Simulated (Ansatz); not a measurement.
Hf:

```
CELL_PARAMETERS angstrom
4.96233 0.00000 0.00000
-2.48116 4.29750 0.00000
0.00000 0.00000 3.08623
ATOMIC_POSITIONS crystal
Hf 0.00000 0.00000 0.00000
Hf 0.33333 0.66667 0.50000
Hf 0.66667 0.33333 0.50000
```

This isn't the form of Hf at room conditions, which is hcp.

```yaml
Program: Ansatz 0.2.0
Task: relaxation of cell and atoms
Functional: PBEsol
Potentials_or_basis: Ansatz PAW
Cutoff: "420 eV (not typed: the program's choice for these potentials)"
k_mesh: 6 × 6 × 9
Occupations: fermi-dirac, width 0.05 eV
Spin: no spin polarisation
```

At the start: volume 21.94 Å³/atom.

Task: How do energy, volume and symmetry change on relaxing?

Result: It ends after 4 steps and the volume is 21.41 Å³/atom (-2.4 %); space group P6/mmm (No. 191, to 0.05 Å).

The path:
```
step  energy change (eV)  largest force (eV/Å)  volume (Å³)
   1              0.0000                0.0000        65.82
   2             -0.0141                0.0000        64.29
   3             -0.0142                0.0000        64.22
   4             -0.0138                0.0000        64.22
```

Final structure:
```
Hf
1.0
     4.91702    0.00000    0.00000
    -2.45851    4.25826    0.00000
     0.00000    0.00000    3.06704
Hf
3
Direct
  0.00000 0.00000 0.00000
  0.33333 0.66667 0.50000
  0.66667 0.33333 0.50000
```

Caveat: the plane-wave basis is chosen anew once the cell has moved, so the energies of steps on either side of that aren't comparable; the PAW data sets come from PBE, with cores solved anew for the run's functional, which leaves a small shift of forces and pressure.
